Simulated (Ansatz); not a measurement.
# Cu2O (Cuprite) (Pn-3m) in Ansatz: band structure with HSE06

Aim: the band structure of Cu2O (Cuprite) with HSE06.

All numbers are computed with Ansatz 0.2.0; they aren't measurements. Logs are shortened: lines on timing, memory, paths and dates and some standing lists are left out, and cuts for length are marked.

**What was measured.**

From “Importance of surface oxygen vacancies for ultrafast hot carrier relaxation and transport in Cu2O”, 2021, arxiv:2103.03167, for a bulk crystal of Cu2O: band gap 2.17 eV (direct).

How close the calculation comes is told below.

## 1. The structure

Symmetry: Pn-3m, No. 224, cubic system. Conventional cell: a = 4.260 Å, b = 4.260 Å, c = 4.260 Å, α = 90.00°, β = 90.00°, γ = 90.00°. Around Cu (site symmetry -3m) lie 2 O at 1.84 Å. O (site symmetry -43m) is surrounded by 4 Cu at 1.84 Å.

## 2. Band structure, HSE06

File input:

```
crystal:
  lattice:
    - [4.26, 0.0, 0.0]
    - [0.0, 4.26, 0.0]
    - [0.0, 0.0, 4.26]
  atoms:
    - { symbol: Cu, position: [0.75, 0.25, 0.75] }
    - { symbol: Cu, position: [0.75, 0.75, 0.25] }
    - { symbol: Cu, position: [0.25, 0.75, 0.75] }
    - { symbol: Cu, position: [0.25, 0.25, 0.25] }
    - { symbol: O, position: [0.5, 0.5, 0.5] }
    - { symbol: O, position: [0.0, 0.0, 0.0] }
hamiltonian:
  xc: hse06
  pseudopotentials: { kind: paw }
kpoints:
  mp_grid: { grid: [4, 4, 4] }
  band_path:
    path:
      - [[0.0, 0.0, 0.0], [0.0, 0.5, 0.0], [0.5, 0.5, 0.0], [0.0, 0.0, 0.0], [0.5, 0.5, 0.5], [0.0, 0.5, 0.0]]
      - [[0.5, 0.5, 0.0], [0.5, 0.5, 0.5]]
    npoints: 4
scf:
  occupations: { method: fermi_dirac, width: 0.05 }
  n_extra_bands: 15
output:
  forces: true
  stress: true
  eigenvalues: true
  fatbands: false
```

Potentials or basis: Ansatz PAW.

Log:

```text
Warning: output.stress: scf.convergence.dr2_threshold = 1e-7 eV (the SCF's general default) is looser than the 6e-10 eV advised for a printed stress (1e-10 eV for each atom of the cell: 6). What an SCF threshold leaves in a stress goes as its square root, and in the free energy as the threshold itself, and one threshold admits the most on a small cell: of the crystals measured, under no hybrid functional and no lock of the moments, on runs that ended without the residual-converged pass, on stresses that held no estimate of that error, the worst erred by over 100 MPa in a component at 1e-7 eV an atom and by under 5 at 1e-10. Set scf.convergence.dr2_threshold to 6e-10 eV or tighter. The threshold is an SCF's pass mark: one that does not reach it within its budget of iterations ends unconverged, or closes short of it on a stop that the run arms, and scf.convergence.dr2_threshold's page says what that costs each kind of run
Warning: output.stress: scf.exx.energy_threshold = 1e-6 eV is looser than the 6e-8 eV advised for a stress under a hybrid functional (1e-8 eV for each atom of the cell: 6). Every SCF of the exchange loop can meet its threshold on dr2 while the loop round them stops early: no threshold on dr2 bounds what that leaves in the stress. Set scf.exx.energy_threshold to 6e-8 eV or tighter. The threshold is the loop's pass mark: a loop that does not reach it within its budget of cycles ends unconverged, and scf.exx.energy_threshold's page has the law
scf.n_extra_bands = 15 over 44 filled bands (N_el = 88.0): the run solves 59 bands
GPUs: using 1 of 1 available (devices: 1).
Engine: ansatz 0.2.0, x86_64-unknown-linux-gnu
Pseudopotentials: kind: paw
Pseudopotential: Cu, paw, valence charge 19, recommended cutoff 420 eV (normal), Cu.paw.azcp
Pseudopotential: O, paw, valence charge 6, recommended cutoff 420 eV (normal), O.paw.azcp
Functional definition: HSE06
  parameter a = 0.25
  parameter omega = 0.11/bohr
  exchange = pbe_x - a*pbe_x_sr(omega) + a*exact_x_sr(omega)
  correlation = pbe_c
device memory: the entry about to start is reckoned to put 1.2 GiB on a device that reports 64.3 GiB free (of which the cap on the GPU budget leaves the run 18.0 GiB)
GPU FFT provider: cuFFT
GPU libraries: cuBLAS 13.8.2, cuFFT 12.4.0, cuSOLVER 12.3.4
Crystal: 6 atoms, lattice volume = 77.309 Å³
Basis set: ecut = 420 eV, 1503 PW (Γ), exchange–correlation on 60×60×60 points (8 copies of the dense FFT grid, shifted against one another)
Bands: 59, of which v1, the nominal top of the filled ones, is band 44 counted from 1 (43 counted from 0)
Symmetry: 48 space group operations
Space group: Pn-3m (ITA 224), of the structure as read, at distance tolerance 4.3e-5 Å
k-points: 10 of 64
Non-local potential: Cu, projectors of the file, l = 0: 3, l = 1: 2, l = 2: 3, l = 3: 1
Non-local potential: O, projectors of the file, l = 0: 2, l = 1: 2, l = 2: 1
PAW form: soft (Blöchl's): semilocal exchange-correlation on the pseudo side does not see the compensation charge
PAW frozen core: Cu, regenerated for the run's functional, and the local potential with it (the file was generated under x = pbe(κ = 0.804, μ = 0.2195149727645171), c = pbe(β = 0.06672455060314922))
PAW frozen core: O, regenerated for the run's functional, and the local potential with it (the file was generated under x = pbe(κ = 0.804, μ = 0.2195149727645171), c = pbe(β = 0.06672455060314922))
PAW one-centre angular grid: Cu, 590 points (default); XC on 64 Gauss nodes
PAW one-centre angular grid: O, 110 points (default); XC on 96 Gauss nodes
Initial density: superposition of atomic densities (neutral atoms: chi_scale 0, normalization atom), corrected by the library's trained network
Initial wavefunctions: pseudopotential atomic-orbital guess
GPU buffer pool allocated for 27000 grid points (all kernels)
GPU transforms: local potential and band sums: pruned to the plane-wave sphere, on 30×30×30
Functional: x = pbe(κ = 0.804, μ = 0.2195149727645171), c = pbe(β = 0.06672455060314922), warm-up for x = pbe(κ = 0.804, μ = 0.2195149727645171) + 0.25 (exact − pbe) at short range (hse, ω = 0.20786987370883472 Å⁻¹), c = pbe(β = 0.06672455060314922); HSE06 as pw.x's `hse` composes it (authors' and Libxc's form: `xc: wpbeh`)
SCF iter   1: F=—  HF=-27632.967080 eV  |F-HF|=—  |Δ(HF+E_count)|=         —  Δρ=1.85e-3  dr2=1.29e-3  ethr=1.77e-3  ⟨swp⟩=12.2  Hψ=2735  notcnv=0
preconditioner: auto → none  [insulator: Δε(μ)=0.535 eV  Ē_g=13.022 eV  σ=0.050 eV  W_gap=0.99  n_scr=26 (ndim 8)  ℏωp=31.6 eV  f_vac=0.023  D(μ)=0.01/eV (n_scr^D=0)]
SCF iter   2: F=—  HF=-27632.968175 eV  |F-HF|=—  |Δ(HF+E_count)|=   1.09e-3  Δρ=1.91e-3  dr2=1.62e-3  ethr=1.47e-6  ⟨swp⟩=4.8  Hψ=1888  notcnv=0  defer=2
SCF iter   3: F=—  HF=-27632.967913 eV  |F-HF|=—  |Δ(HF+E_count)|=   2.62e-4  Δρ=7.42e-4  dr2=1.92e-4  ethr=1.47e-6  ⟨swp⟩=4.3  Hψ=1248  notcnv=0
SCF iter   4: F=—  HF=-27632.968007 eV  |F-HF|=—  |Δ(HF+E_count)|=   9.37e-5  Δρ=2.81e-4  dr2=4.33e-5  ethr=2.18e-7  ⟨swp⟩=3.0  Hψ=1158  notcnv=0
[... 44 lines left out ...]
Exchange kernel: α = 0.2500, screened, ω = 0.2079 Å⁻¹, Wigner–Seitz truncation, v(0) = 1039.5680 eV·Å³, q-mesh 4×4×4, nearest image of the exchange supercell L = 17.04 Å, pair-density grid 24×24×24, without the augmentation charges, whose exchange is taken in its separable form by FFT convolution over the k-point mesh (sized by the pseudopotential files, 30×30×30 at the most), smooth part of the exact exchange by density-matrix convolution in up to 2.60 GiB of GPU memory as planned if the GPU has room (build and FFT work areas not counted)
Frozen-core exchange: fock
SCF iter   1: F=—  HF=-27629.011448 eV  |F-HF|=—  |Δ(HF+E_count)|=         —  Δρ=2.72e-6  dr2=2.54e-9  ethr=1.16e-9  ⟨swp⟩=5.0  Hψ=1257  notcnv=0
preconditioner: auto → none  [insulator: Δε(μ)=2.005 eV  Ē_g=15.456 eV  σ=0.050 eV  W_gap=1.00  n_scr=26 (ndim 8)  ℏωp=31.6 eV  f_vac=0.028  D(μ)=0.00/eV (n_scr^D=0)]
SCF iter   2: F=-27629.011448 eV  HF=-27629.011448 eV  |F-HF|=3.64e-12  |Δ(HF+E_count)|=  1.86e-10  Δρ=6.19e-7  dr2=6.75e-10  ethr=3.76e-12 (applied; sched 2.20e-12)  ⟨swp⟩=4.0  Hψ=1545  notcnv=0
SCF 4 converged in 2 iterations: F = -27629.011448 eV  dr2 = 6.75e-10
  Residual-converged pass: ⟨swp⟩=2.0  Hψ=835  notcnv=0  max |occ|·‖R‖ = 2.3e-6 eV (tolerance 2.4e-6 eV)  dr2=6.75e-10  dr2_onsite=4.47e-11  max |Δocc| = 4.9e-20
hybrid outer 3: dexx = +3.387e-9 eV, tail = 1.49e-9 eV, Δε = 1.30e-4 eV (about 2.09e-5 eV left of the loop's levels), ΔF = 2.89e-18 eV/Å (tail 1.19e-18)
device memory: the entry about to start is reckoned to put 1.0 GiB on a device that reports 59.0 GiB free (of which the cap on the GPU budget leaves the run 18.0 GiB)
NSCF: frozen V_eff on 26 k-points, pencils in batches of 32, up to order 260
hybrid SCF converged: 3 outer / 14 inner (+5 warm-up), last move |dexx| = 3.39e-9 eV, tail = 1.49e-9 eV
Stability not checked: this state was not tested for a lower state beside it, because the functional holds exact exchange (a hybrid, or Hartree-Fock), whose exchange loop this test does not read (fock_operator; see scf.lower_state_search)
Free energy (F): -27629.011448 eV
Frozen-core exchange: fock
Harris-Foulkes:  -27629.011448 eV  (|F-HF|=3.64e-12)
Internal energy: -27629.011448 eV  (E = F + TS)
E sigma→0 (E₀):  -27629.011448 eV
Fermi energy:    10.989439 eV
--- Per-component energies (eV) ---
  E_band       = -2081.437608
  E_kinetic    = 1550.450130
  E_local      = -19840.246154  (includes V_loc(G=0)·N_el)
  E_nonlocal   = 1713.769162
  E_hartree    = 8706.340480
  E_xc         = -398.733715
  E_vxc        = -507.987256  (∫ρ·V_xc dr)
  E_exx        = -474.995998  (= α·E_x^exact, valence–valence)
  E_paw        = -6634.387858  (= ΣΔE_a)
  E_vpaw       = -1460.118646  (= ΣTr[D̂ρ^β])
  E_aug_tail   = 0.006039  (compensation charges beyond the density's cutoff)
  E_ewald      = -12250.259150
  E_core_change = -0.954383  (= ΣΔE_core)
  E_smearing   = -0.000000  (= −TS)
  E_closure    = 0.000000  (closes the sum)
  Σ components = -27629.011448   (vs F -27629.011448, Δ=3.64e-12)
--- Forces (eV/Å), atoms counted from 1 ---
  atom   1  Cu    -0.00000000     0.00000000    -0.00000000
  atom   2  Cu     0.00000000    -0.00000000     0.00000000
  atom   3  Cu     0.00000000    -0.00000000     0.00000000
  atom   4  Cu     0.00000000    -0.00000000    -0.00000000
  atom   5  O      0.00000000     0.00000000    -0.00000000
  atom   6  O      0.00000000     0.00000000    -0.00000000
  max |Σ_I F_I| component: 2.31e-18 eV/Å
--- Stress (GPa, compression-positive) ---
        1.860873       0.000000       0.000000
        0.000000       1.860873       0.000000
        0.000000       0.000000       1.860873
  P = ⅓ Tr σ = 1.8609 GPa (18.609 kbar)
--- Band table (eV; the first three rows and the last of 10) ---
  k-point 0: bands = ["-107.2389", "-107.2373", "-107.2373", "-107.2373", "-63.1922", "-63.1777", "-63.1777", "-63.1777", "-63.0057", "-63.0057", "-62.9972", "-62.9972", "-62.9972", "-62.9924", "-62.9924", "-62.9924", "-11.8070", "-11.0140", "2.2406", "2.2406", "2.2406", "4.9156", "4.9975", "4.9975", "4.9975", "6.1336", "6.1336", "6.4481", "6.4481", "6.4481", "7.1520", "7.1520", "7.3780", "7.3780", "7.3780", "7.3818", "7.3818", "7.3818", "7.6918", "7.6918", "7.6918", "9.9527", "9.9527", "9.9527", "11.9575", "12.4437", "12.4437", "20.0303", "20.0303", "20.0303", "21.0689", "21.0689", "21.0689", "22.3135", "24.3548", "24.3548", "24.5039", "24.5039", "24.5039"]
  k-point 1: bands = ["-107.2388", "-107.2376", "-107.2373", "-107.2373", "-63.1901", "-63.1798", "-63.1776", "-63.1776", "-63.0045", "-63.0038", "-62.9985", "-62.9967", "-62.9967", "-62.9944", "-62.9930", "-62.9930", "-11.6897", "-11.1284", "2.4501", "2.4924", "2.4924", "4.0419", "4.3380", "4.3380", "5.5042", "6.2649", "6.4789", "6.5210", "6.7857", "6.7857", "7.1504", "7.1958", "7.1979", "7.2752", "7.3452", "7.3452", "7.4731", "7.6191", "7.6191", "7.7710", "7.7710", "8.4831", "9.8208", "9.8208", "12.5290", "13.3638", "13.8923", "18.5611", "19.2049", "19.6873", "19.6873", "20.0185", "20.0185", "23.8643", "24.4008", "24.8603", "26.0131", "26.0131", "26.9269"]
  k-point 2: bands = ["-107.2382", "-107.2382", "-107.2373", "-107.2373", "-63.1849", "-63.1849", "-63.1775", "-63.1775", "-63.0016", "-63.0016", "-62.9992", "-62.9992", "-62.9960", "-62.9960", "-62.9937", "-62.9937", "-11.4076", "-11.4076", "2.9695", "2.9695", "3.0744", "3.0744", "3.5996", "3.5996", "6.2708", "6.2708", "6.6565", "6.6565", "6.9346", "6.9346", "7.0739", "7.0739", "7.2069", "7.2069", "7.2779", "7.2779", "7.3136", "7.3136", "7.5575", "7.5575", "8.2183", "8.2183", "9.6302", "9.6302", "13.7674", "13.7674", "15.5909", "15.5909", "19.2414", "19.2414", "19.4884", "19.4884", "21.0521", "21.0521", "25.6286", "25.6286", "26.7335", "26.7335", "27.3610"]
  k-point 9: bands = ["-107.2377", "-107.2377", "-107.2377", "-107.2377", "-63.1918", "-63.1775", "-63.1775", "-63.1775", "-63.0050", "-63.0050", "-63.0050", "-62.9931", "-62.9931", "-62.9930", "-62.9930", "-62.9930", "-11.6216", "-11.0963", "2.3944", "2.3944", "2.3944", "4.0726", "4.0726", "4.0726", "6.1841", "6.1841", "6.1841", "6.6043", "6.6043", "6.8920", "6.8920", "6.8920", "7.3520", "7.3520", "7.3520", "7.4045", "7.4045", "7.4045", "7.6363", "7.6363", "9.0372", "9.1820", "9.1820", "9.1820", "13.7758", "13.7758", "13.7758", "16.7441", "16.7441", "16.7441", "18.6418", "19.9031", "25.9147", "25.9147", "27.0750", "27.0750", "27.0750", "27.8859", "27.8859"]
```

Wall time 48 s (1 × NVIDIA H100 80GB HBM3 with 2 threads of AMD EPYC 7R13 (Zen 3), shared host); peak memory 2.1 GiB.

Results:

| Property | Result |
| --- | --- |
| Free energy | -27629.0114 eV |
| Pressure | 1.9 GPa |
| Band gap on the k mesh | 2.00 eV, direct |
| Band gap along the path | 2.00 eV, direct |

Levels at the corners of the path, in eV from the valence-band top:
```tsv
point	band 42	band 43	band 44	band 45	band 46	band 47
Γ	0.00	0.00	0.00	2.00	2.49	2.49
X	-1.73	-0.32	-0.32	3.81	3.81	5.64
M	-1.76	-0.70	-0.70	3.36	3.36	5.49
Γ	0.00	0.00	0.00	2.00	2.49	2.49
R	-0.77	-0.77	-0.77	3.82	3.82	3.82
X	-1.73	-0.32	-0.32	3.81	3.81	5.64
M	-1.76	-0.70	-0.70	3.36	3.36	5.49
R	-0.77	-0.77	-0.77	3.82	3.82	3.82
```

Caveat: the pressure holds a Pulay correction of +0.4 GPa for the finite cutoff; the PAW data sets come from PBE, with cores solved anew for the run's functional, which leaves a small shift of forces and pressure; the thresholds are loose for stress.

## 3. Against experiment

Step 2. Measured gap of Cu2O: 2.17 eV (direct; quoted in “Importance of surface oxygen vacancies for ultrafast hot carrier relaxation and transport in Cu2O”, 2021, arxiv:2103.03167). This calculation gives 2.00 eV (-0.17 eV). The value is that of HSE06, without temperature or zero-point motion.
